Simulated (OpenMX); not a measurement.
CuO in OpenMX: the effect of volume scale

Crystal: CuO.

```
CELL_PARAMETERS angstrom
0.00000 2.23017 2.23017
2.23017 0.00000 2.23017
2.23017 2.23017 0.00000
ATOMIC_POSITIONS crystal
Cu 0.00000 0.00000 0.00000
O 0.25000 0.25000 0.25000
```

Measurements of this composition are mostly on another form, of space group No. 15.

Alike in all runs:

- Program: OpenMX 3.8.5
- Task: single point
- Functional: PBE
- Potentials or basis: OpenMX 2013 PBE set, Cu6.0H-s3p2d2, O6.0-s2p2d1, grid cutoff 500 Ry
- k mesh: 7 × 7 × 7
- Occupations: fermi-dirac, width 0.05 eV
- Spin: no spin polarisation

| volume scale | pressure (GPa) |
| --- | --- |
| 0.88 | ? |
| 0.92 | 2.9 |
| 0.96 | -2.7 |
| 1 | -7.1 |
| 1.04 | -10.5 |
| 1.08 | -12.7 |

What does the run with volume scale 0.88 give?

Pressure 10.2 GPa.

Worked out: A parabola through the other rows of the pressure, of slope -181 GPa per unit of volume scale there, extrapolates to 9.6 GPa, against the run's 10.2.

Caveats: the basis of atomic orbitals isn't converged, which shifts pressures, moduli and gaps; an odd number of electrons without spin polarisation forces a metal; a magnetic or distorted state may lie lower; the run has no spin polarisation, though such a crystal can be magnetic.
